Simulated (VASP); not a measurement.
Write the native input for VASP 6.6.1 that does the following.

```yaml
Task: single point
Functional: r2SCAN
Potentials_or_basis: VASP PAW PBE potentials, release 64 (Br, Li_sv)
Cutoff: 520 eV
k_mesh: 9 × 9 × 9
Occupations: fermi-dirac, width 0.1 eV
Spin: no spin polarisation
Dipole_correction: no
Further_INCAR_settings: ALGO = Normal; EDIFF = 1e-06; NBANDS = 16
```

The system is Li3Br.

```
Br Li
1.0
     0.00000    3.31684    3.31684
     3.31684    0.00000    3.31684
     3.31684    3.31684    0.00000
Br Li
1 3
Direct
  0.00000 0.00000 0.00000
  0.50000 0.50000 0.50000
  0.25000 0.25000 0.25000
  0.75000 0.75000 0.75000
```

The cell was built by a generator and needn't be a form met in nature.

The input as run:

POSCAR

```
Li3Br
1.0
    0.0000000000      3.3168450000      3.3168450000
    3.3168450000      0.0000000000      3.3168450000
    3.3168450000      3.3168450000      0.0000000000
Br Li
1 3
Direct
    0.0000000000      0.0000000000      0.0000000000
    0.5000000000      0.5000000000      0.5000000000
    0.2500000000      0.2500000000      0.2500000000
    0.7500000000      0.7500000000      0.7500000000
```

INCAR.step1

```
SYSTEM = Li3Br
PREC = Accurate
ENCUT = 520
ISMEAR = -1
SIGMA = 0.1
LREAL = .FALSE.
LASPH = .TRUE.
NELM = 80
NBANDS = 16
GGA = PE
ALGO = Normal
EDIFF = 1E-4
LWAVE = .TRUE.
LCHARG = .FALSE.
```

INCAR.step2

```
SYSTEM = Li3Br
PREC = Accurate
ENCUT = 520
EDIFF = 1E-6
ISMEAR = -1
SIGMA = 0.1
LREAL = .FALSE.
LASPH = .TRUE.
NELM = 80
ALGO = Normal
ISIF = 2
LWAVE = .FALSE.
LCHARG = .FALSE.
METAGGA = R2SCAN
LMIXTAU = .TRUE.
NBANDS = 16
ISTART = 1
```

KPOINTS

```
regular mesh
0
G
  9 9 9
  0 0 0
```

Potentials or basis: VASP PAW PBE potentials, release 64 (Br, Li_sv).

Command:

```sh
$ cat potpaw_PBE.64/Br/POTCAR potpaw_PBE.64/Li_sv/POTCAR > POTCAR
$ cp INCAR.step1 INCAR
$ mpirun -np 1 vasp_std > vasp.out
$ cp INCAR.step2 INCAR
$ mpirun -np 1 vasp_std > vasp.out
```

It gave:

```yaml
Band_gap_on_the_k_mesh: 0.46 eV, indirect (least direct gap 0.48 eV)
```

Caveat: an odd mesh through Γ misses points on the zone boundary, where band edges often lie.

Run time: 3 min on 1 thread of Intel(R) Xeon(R) Platinum 8488C (Sapphire Rapids) (shared host), peak memory 0.22 GiB.
